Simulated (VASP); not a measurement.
Crystal: C.

```
C
1.0
     2.61972    0.00000    0.00000
     0.00000    2.61972    0.00000
     0.00000    0.00000    2.61972
C
3
Cartesian
  0.0000 1.3099 1.3099
  1.3099 0.0000 1.3099
  1.3099 1.3099 0.0000
```

The cell was built by a generator and needn't be a form met in nature.

| Quantity | Value |
| --- | --- |
| Program | VASP 6.6.1 |
| Task | relaxation of cell and atoms |
| Functional | AM05 |
| Potentials or basis | VASP PAW PBE potentials, release 64 (C) |
| Cutoff | 600 eV |
| k mesh | 10 × 10 × 10 |
| Occupations | fermi-dirac, width 0.05 eV |
| Spin | no spin polarisation |

At the start: pressure -9.4 GPa; volume 5.99 Å³/atom.

Problem. How do energy, volume and symmetry change on relaxing?

Solution. Over 3 steps the energy falls by 12.4 meV/atom and the volume is 5.66 Å³/atom (-5.5 %); space group Pm-3m (No. 221, to 0.05 Å).

The path:
| step | energy change (eV) | largest force (eV/Å) | pressure (GPa) | volume (Å³) |
| --- | --- | --- | --- | --- |
| 1 | 0.0000 | 0.0000 | -9.44 | 17.98 |
| 2 | -0.0369 | 0.0000 | -1.57 | 17.08 |
| 3 | -0.0373 | 0.0000 | 0.02 | 16.98 |

Final structure:
```
C
1.0
     2.57046    0.00000    0.00000
     0.00000    2.57046    0.00000
     0.00000    0.00000    2.57046
C
3
Direct
  0.00000 0.50000 0.50000
  0.50000 0.00000 0.50000
  0.50000 0.50000 0.00000
```

Caveat: the PAW data sets were made with another functional, which shifts forces and pressure a little.
